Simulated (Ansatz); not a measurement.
## SiO2 (P6_422), comparing deformations

These are results of DFT LDA, scalar-relativistic, plane waves, PAW in Ansatz, not measurements. Cutoff 420 eV, Γ-centred 6×6×4 k-points, Gaussian smearing of 0.05 eV. No spin polarisation. Energies are free energies at this smearing, counted from the undisturbed cell; pressure is positive in compression.

The undisturbed cell (relaxed at this level; this form isn't the usual structure):

```yaml
crystal:
  lattice:
    - [5.03870, 0.00000, 0.00000]
    - [-2.51935, 4.36364, 0.00000]
    - [0.00000, 0.00000, 5.52485]
  atoms:
    - { symbol: Si, position: [0.00000, 0.50000, 0.33333] }
    - { symbol: Si, position: [0.50000, 0.50000, 0.66667] }
    - { symbol: Si, position: [0.50000, 0.00000, 0.00000] }
    - { symbol: O, position: [0.58439, 0.79220, 0.83333] }
    - { symbol: O, position: [0.79220, 0.58439, 0.50000] }
    - { symbol: O, position: [0.79220, 0.20780, 0.16667] }
    - { symbol: O, position: [0.41561, 0.20780, 0.83333] }
    - { symbol: O, position: [0.20780, 0.41561, 0.50000] }
    - { symbol: O, position: [0.20780, 0.79220, 0.16667] }
```

The cell is strained by ε times a Voigt pattern (xx, yy, zz, yz, xz, xy; engineering shear) with fractional coordinates fixed. τ = (1/V0) dE/dε comes from the stress tensor. Of each scan, only the three points used here are listed.

| pattern | ε | τ (GPa) |
| --- | --- | --- |
| (1, 1, 0, 0, 0, 0) | -0.0150 | -12.42 |
| (1, 1, 0, 0, 0, 0) | 0.0000 | 0.01 |
| (1, 1, 0, 0, 0, 0) | 0.0150 | 11.45 |
| (0, 0, 1, 0, 0, 0) | -0.0150 | -3.59 |
| (0, 0, 1, 0, 0, 0) | 0.0000 | 0.00 |
| (0, 0, 1, 0, 0, 0) | 0.0150 | 3.51 |

**Question.** Which constants do the scans give, and which deformation costs least for the same size of strain tensor?

**Answer.** The slope dτ/dε at zero (parabola through three points) is pᵀCp: (1, 1, 0, 0, 0, 0) gives C11 + C22 + 2 C12 = 796 GPa; (0, 0, 1, 0, 0, 0) gives C33 = 237 GPa. The size of the strain tensor, ε:ε, is ε² times 2.0, 1.0. Per unit of it the stiffnesses are 398, 237 GPa, so (0, 0, 1, 0, 0, 0) is the softest of these: at ε:ε = (1 %)² the quadratic term costs 1.00 meV/atom against 1.68 for the stiffest. These are clamped-ion values.

Forces appear on the atoms along this scan, and letting them relax would lower the energy and soften the response.